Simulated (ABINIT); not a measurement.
Runs of ABINIT 10.8.3 (patched build) on TiCo. Symmetry: Pm-3m, No. 221, cubic system. Conventional cell: a = 2.986 Å, b = 2.986 Å, c = 2.986 Å, α = 90.00°, β = 90.00°, γ = 90.00°. Co (site symmetry m-3m) is surrounded by 8 Ti at 2.59 Å. Ti (site symmetry m-3m) is surrounded by 8 Co at 2.59 Å. The cell comes from a database or a generator and needn't be the stable form of this composition.

```tsv
level	gap on the mesh (eV)	pressure (GPa)	moment (μB)
PBEsol	none	-8.0	0.70
RPBE	none	3.8	(a)
PW91	none	-1.1	(b)
WC	none	-7.2	0.74
PBE	none	-0.6	0.82
revPBE	none	2.6	0.83
LDA	none	-14.2	(c)
```

Alike in all rows: task single point; potentials or basis JTH PAW PBE v2.0; spin collinear, ferromagnetic start; cell as given; k mesh 9 × 9 × 9; cutoff (eV) 844; smearing fermi-dirac 0.05 eV.

Q: Fill in the values left out.

A: (a) 0.84; (b) 0.81; (c) 0.48.

Caveats: small starting moments can end in a higher magnetic state in this program; the PAW data sets were made with another functional, which shifts forces and pressure a little (some runs).

A gap of «none» marks a metal or a gap under the smearing width.
